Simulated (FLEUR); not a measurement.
Runs of FLEUR MaX-R8.1 (later development tree) on TiNi. Symmetry: Pm-3m, No. 221, cubic system. The conventional cell has a = 2.988 Å, b = 2.988 Å, c = 2.988 Å, α = 90.00°, β = 90.00°, γ = 90.00°. Around Ni (site symmetry m-3m) lie 8 Ti at 2.59 Å. Ti (site symmetry m-3m) has 8 Ni at 2.59 Å as nearest neighbours. The cell comes from a database or a generator and needn't be the stable form of this composition.

| task | level | spin | gmax | muffin-tin radii | max iterations | mixing factor | mixer | kmax | moment (μB) | V0 of scaled cells (Å³/atom) | B0 (GPa) |
| --- | --- | --- | --- | --- | --- | --- | --- | --- | --- | --- | --- |
| equation of state | PBEsol | collinear, program default start | 13.8 1/bohr | Ni 2.2, Ti 2.2 bohr | - | - | - | 4.45 1/bohr | - | (b) | 176 |
| band structure | SCAN | collinear, ferromagnetic start | 13.4 1/bohr | Ni 2.26, Ti 2.26 bohr | 80 | 0.05 | Anderson | 4.34 1/bohr | 0.40 | - | - |
| equation of state | SCAN | collinear, program default start | 13.8 1/bohr | Ni 2.2, Ti 2.2 bohr | - | - | - | 4.45 1/bohr | - | 13.22 | 177 |
| single point | PBEsol | collinear, ferromagnetic start | 13.8 1/bohr | Ni 2.2, Ti 2.2 bohr | 60 | 0.05 | Anderson | 4.45 1/bohr | 0.00 | - | - |
| equation of state | LDA | collinear, program default start | 13.8 1/bohr | Ni 2.2, Ti 2.2 bohr | - | - | - | 4.45 1/bohr | - | (a) | 188 |

Alike in all rows: potentials or basis all-electron, FLAPW; cell as given; k mesh 9 × 9 × 9; smearing fermi-dirac 0.05 eV.

Q: Fill in the values left out.

A: (a) 12.66; (b) 13.10.

Caveats: the meta-GGA is that of a development version, with a GGA for the radial functions and cores and without core tails (some runs).
